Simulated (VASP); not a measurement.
# HgTe (Coloradoite) (F-43m) in VASP: settings compared

Aim: see how the results for HgTe (Coloradoite) move with the level of theory and the settings. Levels: PBE, PBE+D3(BJ). Tasks: band structure, equation of state.

All numbers are computed with VASP 6.6.1; they aren't measurements. Logs are shortened: lines on timing, memory, paths and dates and some standing lists are left out, and cuts for length are marked.

**The experiment to reproduce.**

From a printed reference work, monograph, for a bulk crystal of HgTe: bulk modulus 43 GPa.

How close the calculation comes is told below.

**1. The structure**

Symmetry: F-43m, No. 216, cubic system. Conventional cell: a = 6.429 Å, b = 6.429 Å, c = 6.429 Å, α = 90.00°, β = 90.00°, γ = 90.00°. Around Hg (site symmetry -43m) lie 4 Te at 2.78 Å. Around Te (site symmetry -43m) lie 4 Hg at 2.78 Å.

**2. Band structure, PBE**

Input file INCAR:

```
PREC = Accurate
ENCUT = 550
EDIFF = 1E-7
ISMEAR = -1
SIGMA = 0.05
LREAL = F
LASPH = T
NELM = 60
ALGO = Normal
ISIF = 2
LWAVE = F
LCHARG = F
GGA = PE
NBANDS = 20
```

Input file KPOINTS:

```
Automatic mesh
0
Gamma
  7 7 7
```

Input file POSCAR:

```
HgTe
1.0
    0.0000000000      3.2145000000      3.2145000000
    3.2145000000      0.0000000000      3.2145000000
    3.2145000000      3.2145000000      0.0000000000
Hg Te
1 1
Direct
    0.0000000000      0.0000000000      0.0000000000
    0.7500000000      0.7500000000      0.7500000000
```

Input file KPOINTS_OPT:

```
path GXWKGLUWLK,UX
10
line-mode
reciprocal
 0.0000000000  0.0000000000  0.0000000000  G
 0.5000000000  0.0000000000  0.5000000000  X

 0.5000000000  0.0000000000  0.5000000000  X
 0.5000000000  0.2500000000  0.7500000000  W

 0.5000000000  0.2500000000  0.7500000000  W
 0.3750000000  0.3750000000  0.7500000000  K

 0.3750000000  0.3750000000  0.7500000000  K
 0.0000000000  0.0000000000  0.0000000000  G

 0.0000000000  0.0000000000  0.0000000000  G
 0.5000000000  0.5000000000  0.5000000000  L

 0.5000000000  0.5000000000  0.5000000000  L
 0.6250000000  0.2500000000  0.6250000000  U

 0.6250000000  0.2500000000  0.6250000000  U
 0.5000000000  0.2500000000  0.7500000000  W

 0.5000000000  0.2500000000  0.7500000000  W
 0.5000000000  0.5000000000  0.5000000000  L

 0.5000000000  0.5000000000  0.5000000000  L
 0.3750000000  0.3750000000  0.7500000000  K

 0.6250000000  0.2500000000  0.6250000000  U
 0.5000000000  0.0000000000  0.5000000000  X
```

Potentials or basis: VASP PAW PBE potentials, release 64 (Hg_sv_GW, Te_GW).

The run is started by

```
$ cat potpaw_PBE.64/Hg_sv_GW/POTCAR potpaw_PBE.64/Te_GW/POTCAR > POTCAR
$ mpirun -np 1 vasp_std > vasp.out
```

OUTCAR:

```text
PREC = Accurate
   ENCUT = 550
   EDIFF = 1E-7
   ISMEAR = -1
   LREAL = F
   LASPH = T
   NELM = 60
   ISIF = 2
   GGA = PE

 ion  position               nearest neighbor table
   1  0.000  0.000  0.000-   2 2.78   2 2.78   2 2.78   2 2.78
   2  0.750  0.750  0.750-   1 2.78   1 2.78   1 2.78   1 2.78

  LATTYP: Found a face centered cubic cell.
 ALAT       =     6.4290000000

  Lattice vectors:

 A1 = (   0.0000000000,   3.2145000000,   3.2145000000)
 A2 = (   3.2145000000,   0.0000000000,   3.2145000000)
 A3 = (   3.2145000000,   3.2145000000,   0.0000000000)

Analysis of symmetry for initial positions (statically):
=====================================================================
 Subroutine PRICEL returns:
 Original cell was already a primitive cell.

 Routine SETGRP: Setting up the symmetry group for a
 face centered cubic supercell.

 Subroutine GETGRP returns: Found 24 space group operations
 (whereof 24 operations were pure point group operations)
 out of a pool of 48 trial point group operations.

The static configuration has the point symmetry T_d .

Analysis of symmetry for dynamics (positions and initial velocities):
=====================================================================
 Subroutine PRICEL returns:
 Original cell was already a primitive cell.

 Routine SETGRP: Setting up the symmetry group for a
 face centered cubic supercell.

 Subroutine GETGRP returns: Found 24 space group operations
 (whereof 24 operations were pure point group operations)
 out of a pool of 48 trial point group operations.

The dynamic configuration has the point symmetry T_d .

 Subroutine INISYM returns: Found 24 space group operations
 (whereof 24 operations are pure point group operations),
 and found     1 'primitive' translations

----------------------------------------------------------------------------------------

                                     Primitive cell

  volume of cell :      66.4309

  direct lattice vectors                    reciprocal lattice vectors
     0.000000000  3.214500000  3.214500000    -0.155545186  0.155545186  0.155545186
     3.214500000  0.000000000  3.214500000     0.155545186 -0.155545186  0.155545186
     3.214500000  3.214500000  0.000000000     0.155545186  0.155545186 -0.155545186

  length of vectors
     4.545989496  4.545989496  4.545989496     0.269412165  0.269412165  0.269412165

  position of ions in fractional coordinates (direct lattice)
     0.000000000  0.000000000  0.000000000
     0.750000000  0.750000000  0.750000000

  ion indices of the primitive-cell ions
   primitive index   ion index
                 1           1
                 2           2

----------------------------------------------------------------------------------------

 KPOINTS: Automatic mesh

Automatic generation of k-mesh.
 Grid dimensions read from file:
 generate k-points for:    7    7    7

 Generating k-lattice:

  Cartesian coordinates                     Fractional coordinates (reciprocal lattice)
    -0.022220741  0.022220741  0.022220741     0.142857143  0.000000000  0.000000000
     0.022220741 -0.022220741  0.022220741     0.000000000  0.142857143  0.000000000
     0.022220741  0.022220741 -0.022220741     0.000000000  0.000000000  0.142857143

  Length of vectors
     0.038487452  0.038487452  0.038487452

  Shift w.r.t. Gamma in fractional coordinates (k-lattice)
     0.000000000  0.000000000  0.000000000

 Subroutine IBZKPT returns following result:
 ===========================================

 Found     20 irreducible k-points:

 Following reciprocal coordinates:
            Coordinates               Weight
  0.000000  0.000000  0.000000      1.000000
  0.142857  0.000000  0.000000      8.000000
  0.285714  0.000000  0.000000      8.000000
  0.428571  0.000000  0.000000      8.000000
  0.142857  0.142857  0.000000      6.000000
  0.285714  0.142857  0.000000     24.000000
[... 12 lines left out ...]
 -0.428571  0.428571  0.142857     24.000000
 -0.285714  0.428571  0.142857     24.000000
[... 47 lines left out ...]
[... 12 lines left out ...]
     19      14.1730      0.00000
     20      14.2691      0.00000

 k-point     2 :       0.1429    0.0000    0.0000
  band No.  band energies     occupation
      1    -110.6936      2.00000
      2     -59.0445      2.00000
      3     -59.0444      2.00000
      4     -59.0444      2.00000
      5      -7.5744      2.00000
      6      -2.9926      2.00000
[... 12 lines left out ...]
     19      13.1401      0.00000
     20      13.1401      0.00000

 k-point     3 :       0.2857    0.0000    0.0000
  band No.  band energies     occupation
      1    -110.6936      2.00000
      2     -59.0446      2.00000
      3     -59.0444      2.00000
      4     -59.0444      2.00000
      5      -7.3285      2.00000
      6      -2.9349      2.00000
[... 12 lines left out ...]
     19      13.0977      0.00000
     20      13.0977      0.00000

 k-point     4 :       0.4286    0.0000    0.0000
  band No.  band energies     occupation
      1    -110.6936      2.00000
      2     -59.0446      2.00000
      3     -59.0444      2.00000
      4     -59.0444      2.00000
      5      -7.1160      2.00000
      6      -2.8980      2.00000
[... 12 lines left out ...]
     19      14.1451      0.00000
     20      14.1451      0.00000

 k-point     5 :       0.1429    0.1429    0.0000
  band No.  band energies     occupation
      1    -110.6936      2.00000
      2     -59.0445      2.00000
      3     -59.0445      2.00000
      4     -59.0445      2.00000
      5      -7.5397      2.00000
      6      -3.0071      2.00000
[... 12 lines left out ...]
     19      12.5490      0.00000
     20      14.2386      0.00000
[... 261 lines left out ...]
      6      -2.8882      2.00000
[... 12 lines left out ...]
     19      14.7152      0.00000
     20      14.8873      0.00000

 k-point    18 :      -0.4286    0.2857    0.1429
  band No.  band energies     occupation
      1    -110.6936      2.00000
      2     -59.0446      2.00000
      3     -59.0445      2.00000
      4     -59.0445      2.00000
      5      -6.9834      2.00000
      6      -2.8411      2.00000
[... 12 lines left out ...]
     19      14.3671      0.00000
     20      15.0329      0.00000

 k-point    19 :      -0.4286    0.4286    0.1429
  band No.  band energies     occupation
      1    -110.6936      2.00000
      2     -59.0446      2.00000
      3     -59.0445      2.00000
      4     -59.0445      2.00000
      5      -6.9112      2.00000
      6      -2.8156      2.00000
[... 12 lines left out ...]
     19      15.2225      0.00000
     20      15.6834      0.00000

 k-point    20 :      -0.2857    0.4286    0.1429
  band No.  band energies     occupation
      1    -110.6936      2.00000
      2     -59.0446      2.00000
      3     -59.0445      2.00000
      4     -59.0445      2.00000
      5      -6.8930      2.00000
      6      -2.8071      2.00000
[... 12 lines left out ...]
     19      14.6003      0.00000
     20      16.4037      0.00000

------------------------ aborting loop because EDIFF is reached ----------------------------------------

  FORCE on cell =-STRESS in cart. coord.  units (eV):
  Direction    XX          YY          ZZ          XY          YZ          ZX
  --------------------------------------------------------------------------------------
  -------------------------------------------------------------------------------------
  Total        1.8040912      1.8040912      1.8040912     -0.0000000      0.0000000      0.0000000
  in kB       43.5109718     43.5109718     43.5109718     -0.0000000      0.0000000      0.0000000
  external PRESSURE =      43.5109718 kB  Pullay stress =       0.0000000 kB

 VOLUME and BASIS-vectors are now :
 -----------------------------------------------------------------------------
  energy-cutoff  :      550.00
  volume of cell :       66.43
      direct lattice vectors                 reciprocal lattice vectors
     0.000000000  3.214500000  3.214500000    -0.155545186  0.155545186  0.155545186
     3.214500000  0.000000000  3.214500000     0.155545186 -0.155545186  0.155545186
     3.214500000  3.214500000  0.000000000     0.155545186  0.155545186 -0.155545186

 POSITION                                       TOTAL-FORCE (eV/Angst)
 -----------------------------------------------------------------------------------
      0.00000      0.00000      0.00000        -0.000000      0.000000      0.000000
      4.82175      4.82175      4.82175         0.000000     -0.000000     -0.000000
 -----------------------------------------------------------------------------------
    total drift:                                0.000000      0.000000      0.000000

  FREE ENERGIE OF THE ION-ELECTRON SYSTEM (eV)
  ---------------------------------------------------
  free  energy   TOTEN  =        -3.5822909507 eV

  energy  without entropy=       -3.5816027226  energy(sigma->0) =       -3.58194684
```

Wall time 2 min (1 thread of AMD EPYC 7R43 (Zen 3), shared host); peak memory 0.19 GiB.

Results:

```
Free energy             : -3.5823 eV
Pressure                : 4.4 GPa
Band gap along the path : none (metal or under the smearing width)
```

Levels at the corners of the path, in eV from the Fermi level:
```
point  band 11  band 12  band 13  band 14  band 15  band 16
    Γ    -0.73    -0.04    -0.04    -0.04     4.18     4.18
    X    -5.57    -2.38    -2.38     1.85     2.41     8.21
    X    -5.57    -2.38    -2.38     1.85     2.41     8.21
    W    -5.67    -2.79    -2.66     3.11     4.58     5.26
    W    -5.67    -2.79    -2.66     3.11     4.58     5.26
    K    -5.60    -3.04    -1.98     2.20     3.98     7.01
    K    -5.60    -3.04    -1.98     2.20     3.98     7.01
    Γ    -0.73    -0.04    -0.04    -0.04     4.18     4.18
    Γ    -0.73    -0.04    -0.04    -0.04     4.18     4.18
    L    -5.64    -1.06    -1.06     0.66     5.00     5.00
    L    -5.64    -1.06    -1.06     0.66     5.00     5.00
    U    -5.60    -3.04    -1.98     2.20     3.98     7.01
    U    -5.60    -3.04    -1.98     2.20     3.98     7.01
    W    -5.67    -2.79    -2.66     3.11     4.58     5.26
    W    -5.67    -2.79    -2.66     3.11     4.58     5.26
    L    -5.64    -1.06    -1.06     0.66     5.00     5.00
    L    -5.64    -1.06    -1.06     0.66     5.00     5.00
    K    -5.60    -3.04    -1.98     2.20     3.98     7.01
    U    -5.60    -3.04    -1.98     2.20     3.98     7.01
    X    -5.57    -2.38    -2.38     1.85     2.41     8.21
```

Caveat: spin-orbit coupling is left out, which moves the levels of the heavy elements.

**3. Equation of state, PBE+D3(BJ), 33.76 Å³/atom (a relaxed cell with its volume scaled by 0.96)**

Input file INCAR:

```
SYSTEM = HgTe
PREC     = Accurate       ! precision mode
ENCUT    = 520            ! plane-wave cutoff, eV
EDIFF    = 1E-6           ! SCF threshold, eV
ISMEAR   = -1             ! smearing method
SIGMA    = 0.05           ! smearing width, eV
LREAL    = .FALSE.        ! projectors in reciprocal space
LASPH    = .TRUE.         ! aspherical terms in the spheres
NELM     = 60             ! most SCF steps
ALGO     = Fast           ! electronic algorithm
ISIF     = 2              ! what is computed and relaxed
LWAVE    = .FALSE.        ! write WAVECAR
LCHARG   = .FALSE.        ! write CHGCAR
GGA      = PE             ! functional
IVDW     = 12             ! dispersion correction
```

Input file KPOINTS:

```
Automatic mesh
0
G
  6 6 6
  0 0 0
```

Input file POSCAR:

```
HgTe                                    
1.0
    0.0000000000      3.2321059773      3.2321059773
    3.2321059773      0.0000000000      3.2321059773
    3.2321059773      3.2321059773      0.0000000000
  Hg              Te            
     1     1
Direct
     0.0000000000000000    0.0000000000000000    0.0000000000000000
     0.7500000000000000    0.7500000000000000    0.7500000000000000
```

Potentials or basis: VASP PAW PBE potentials, release 64 (Hg, Te).

The run is started by

```
$ cat potpaw_PBE.64/Hg/POTCAR potpaw_PBE.64/Te/POTCAR > POTCAR
$ mpirun -np 1 vasp_std > vasp.out
```

It took 8.8 s on 1 thread of Intel Xeon Platinum 8488C (Sapphire Rapids), shared host; peak memory 0.21 GiB.

It converged, with:

```yaml
Free_energy: -4.2939 eV
Pressure: 1.8 GPa
Band_gap_on_the_k_mesh: none (metal or under the smearing width)
Dispersion_energy_per_atom: -0.360 eV
```

Caveat: pairwise dispersion overbinds metals, which lowers pressure and volume.

**4. Equation of state, PBE+D3(BJ), 34.47 Å³/atom (a relaxed cell with its volume scaled by 0.98)**

INCAR is that of step 3.

KPOINTS is that of step 3.

Input file POSCAR:

```
HgTe                                    
1.0
    0.0000000000      3.2543970677      3.2543970677
    3.2543970677      0.0000000000      3.2543970677
    3.2543970677      3.2543970677      0.0000000000
  Hg              Te            
     1     1
Direct
     0.0000000000000000    0.0000000000000000    0.0000000000000000
     0.7500000000000000    0.7500000000000000    0.7500000000000000
```

The run is started by

```
$ cat potpaw_PBE.64/Hg/POTCAR potpaw_PBE.64/Te/POTCAR > POTCAR
$ mpirun -np 1 vasp_std > vasp.out
```

Run time: 9.1 s. Hardware: 1 thread of Intel Xeon Platinum 8488C (Sapphire Rapids), shared host; peak memory 0.21 GiB.

Results (log left out):

| Item | Value |
| --- | --- |
| Free energy | -4.3057 eV |
| Pressure | 0.8 GPa |
| Band gap on the k mesh | none (metal or under the smearing width) |
| Dispersion energy per atom | -0.352 eV |

Caveat: pairwise dispersion overbinds metals, which lowers pressure and volume.

**5. Equation of state, PBE+D3(BJ), 35.17 Å³/atom**

INCAR is that of step 4.

KPOINTS is that of step 4.

Input file POSCAR:

```
HgTe                                    
1.0
    0.0000000000      3.2763869041      3.2763869041
    3.2763869041      0.0000000000      3.2763869041
    3.2763869041      3.2763869041      0.0000000000
  Hg              Te            
     1     1
Direct
     0.0000000000000000    0.0000000000000000    0.0000000000000000
     0.7500000000000000    0.7500000000000000    0.7500000000000000
```

The run is started by

```
$ cat potpaw_PBE.64/Hg/POTCAR potpaw_PBE.64/Te/POTCAR > POTCAR
$ mpirun -np 1 vasp_std > vasp.out
```

It took 8.9 s on 1 thread of Intel Xeon Platinum 8488C (Sapphire Rapids), shared host; peak memory 0.21 GiB.

Results (log left out):

```yaml
Free_energy: -4.3096 eV
Pressure: 0.0 GPa
Band_gap_on_the_k_mesh: none (metal or under the smearing width)
Dispersion_energy_per_atom: -0.343 eV
```

Caveat: pairwise dispersion overbinds metals, which lowers pressure and volume.

**6. Equation of state, PBE+D3(BJ), 35.87 Å³/atom (a relaxed cell with its volume scaled by 1.02)**

INCAR is that of step 5.

KPOINTS is that of step 5.

Input file POSCAR:

```
HgTe                                    
1.0
    0.0000000000      3.2980854630      3.2980854630
    3.2980854630      0.0000000000      3.2980854630
    3.2980854630      3.2980854630      0.0000000000
  Hg              Te            
     1     1
Direct
     0.0000000000000000    0.0000000000000000    0.0000000000000000
     0.7500000000000000    0.7500000000000000    0.7500000000000000
```

Potentials or basis: VASP PAW PBE potentials, release 64 (Hg, Te).

The run is started by

```
$ cat potpaw_PBE.64/Hg/POTCAR potpaw_PBE.64/Te/POTCAR > POTCAR
$ mpirun -np 1 vasp_std > vasp.out
```

It took 9 s on 1 thread of Intel Xeon Platinum 8488C (Sapphire Rapids), shared host; peak memory 0.21 GiB.

The run converged. Its results:

```
Free energy                : -4.3065 eV
Pressure                   : -0.8 GPa
Band gap on the k mesh     : none (metal or under the smearing width)
Dispersion energy per atom : -0.335 eV
```

Caveat: pairwise dispersion overbinds metals, which lowers pressure and volume.

**7. Equation of state, PBE+D3(BJ), 36.58 Å³/atom (a relaxed cell with its volume scaled by 1.04)**

INCAR is that of step 6.

KPOINTS is that of step 6.

Input file POSCAR:

```
HgTe                                    
1.0
    0.0000000000      3.3195022025      3.3195022025
    3.3195022025      0.0000000000      3.3195022025
    3.3195022025      3.3195022025      0.0000000000
  Hg              Te            
     1     1
Direct
     0.0000000000000000    0.0000000000000000    0.0000000000000000
     0.7500000000000000    0.7500000000000000    0.7500000000000000
```

The run is started by

```
$ cat potpaw_PBE.64/Hg/POTCAR potpaw_PBE.64/Te/POTCAR > POTCAR
$ mpirun -np 1 vasp_std > vasp.out
```

Wall time 8.9 s (1 thread of Intel Xeon Platinum 8488C (Sapphire Rapids), shared host); peak memory 0.21 GiB.

The run converged. Its results:

- Free energy: -4.2972 eV
- Pressure: -1.4 GPa
- Band gap on the k mesh: none (metal or under the smearing width)
- Dispersion energy per atom: -0.328 eV

Caveat: pairwise dispersion overbinds metals, which lowers pressure and volume.

**8. Equation of state, PBE+D3(BJ)**

This run uses another cell than the first one, of 35.17 Å³/atom, 1.059 times its volume.

This step only gathers the single runs of the series.

What came out:

- Equilibrium volume: 35.20 Å³/atom
- Bulk modulus: 40 GPa
- Pressure derivative of the bulk modulus: 5.3 (rough: it moves with the points fitted)

Energy against volume, from the lowest point:
```
volume (Å³/atom)  energy (meV/atom)
          33.764               7.86
          34.468               1.95
          35.171               0.00
          35.874               1.56
          36.578               6.20
```

Spin-orbit coupling is left out, which matters for the levels of Hg, Te.

**9. The reference run**

An earlier run on the cell as given: functional PBE; potentials or basis VASP PAW PBE potentials, release 64 (Hg, Te); cutoff 520 eV; k mesh 7 × 7 × 7; occupations fermi-dirac, width 0.05 eV; no spin polarisation.

- Pressure: 4.6 GPa
- Band gap on the k mesh: none (metal or under the smearing width)

**10. Summary**

```tsv
task	level	potentials or basis	cell	k mesh	cutoff (eV)	ladder	pressure (GPa)
band structure	PBE	VASP PAW PBE potentials, release 64 (Hg_sv_GW, Te_GW)	F-43m, 33.22 Å³/atom	7 × 7 × 7	550	-	4.4
equation of state	PBE+D3(BJ)	VASP PAW PBE potentials, release 64 (Hg, Te)	F-43m, 35.17 Å³/atom	6 × 6 × 6	520	gaps	-
single point	PBE	VASP PAW PBE potentials, release 64 (Hg, Te)	F-43m, 33.22 Å³/atom	7 × 7 × 7	520	-	4.6
```

Alike in all rows: no spin polarisation; smearing fermi-dirac 0.05 eV.

Caveats: spin-orbit coupling is left out, which moves the levels of the heavy elements (some runs).

Total energies depend on the potentials used, so only differences within one code and one set of settings carry meaning.

**11. Comparison with measurements**

Step 8. Against the measured bulk modulus of HgTe, 43 GPa (a printed reference work, monograph), the calculated 40 GPa is off by -7.8 %. The fit is for a static lattice scaled at fixed shape and fixed fractional positions.
